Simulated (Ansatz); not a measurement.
ScAl₃: strain energy, fitted

ScAl₃, Pm-3m, a = 4.071 Å. The structure is a Materials Project entry; whether it is the stable form wasn't checked. Ansatz: PBEsol, PAW, 420 eV, Γ-centred 14×14×14 mesh on 4 atoms, Gaussian smearing 0.10 eV; no spin polarisation. Series: equal strain along all axes, cell held, atoms fixed by symmetry; x is the strain in per cent. y is the free energy over the unstrained cell, V0 = 16.871 Å³/atom.

| x (%) | y (meV/atom) |
| --- | --- |
| -6.0 | 189.34 |
| -4.0 | ? |
| -2.0 | 18.73 |
| 0.0 | 0.00 |
| 2.0 | 16.17 |
| 4.0 | 61.17 |
| 6.0 | 129.73 |

Task: Fit y = c2 x² + c3 x³ to the other rows, turn c2 into a modulus, and predict the missing energy.

Result: Least squares on the rows shown. y = 4.4259 x² − 0.13855 x³. In eV per unit strain² c2 is 44.26; the stiffness is B for this strain (E = 9/2 B V0 ε², shape held): 2 × 44.26 × 160.2 / (9 × 16.871) = 93 GPa. At x = -4.0 the fit asked for gives 79.68 meV/atom. The run gave 79.22 meV/atom, so the fit is 0.46 meV/atom too high, within twice the rms miss on the fitted rows (0.43 meV/atom).